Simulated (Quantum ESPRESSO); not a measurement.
SiNi, 4 atoms in the cell. The typed cell holds 4 atoms: a = 2.943 Å, b = 3.280 Å, c = 4.677 Å, α = 90.00°, β = 90.00°, γ = 90.00°. The cell comes from a database or a generator and needn't be the stable form of this composition. The cell isn't the ideal one: atoms moved at random, drawn with an rms of 0.05 Å.

- Program: Quantum ESPRESSO 7.5
- Task: single point
- Functional: PBE
- Potentials or basis: SSSP 1.3 efficiency PBE
- Cutoff: 748 eV
- Density cutoff: 5987 eV
- k mesh: 9 × 8 × 6
- Occupations: fermi-dirac, width 0.05 eV
- Spin: collinear spin, ferromagnetic start
- Starting moments: [1.0, 1.0, 0.0, 0.0] μB
- Mixing beta: 0.3
- Most SCF iterations: 120
- SCF threshold: 8e-10 Ry

Potentials or basis: SSSP 1.3 efficiency PBE.

Run with:

```console
$ OMP_NUM_THREADS=1 mpirun -n 2 pw.x -nk 2 -in pw.in > pw.out
```

Hardware: 2 MPI ranks on Arm Neoverse V2 (shared host).

Task: How long does it take, and how much memory?

Result: Wall time 6.1 min on 2 MPI ranks on Arm Neoverse V2, on a shared host, peak memory 0.74 GiB a rank. Counts: scf iterations 17, k pools 2, bands 34, k points 218, g dense 47575.
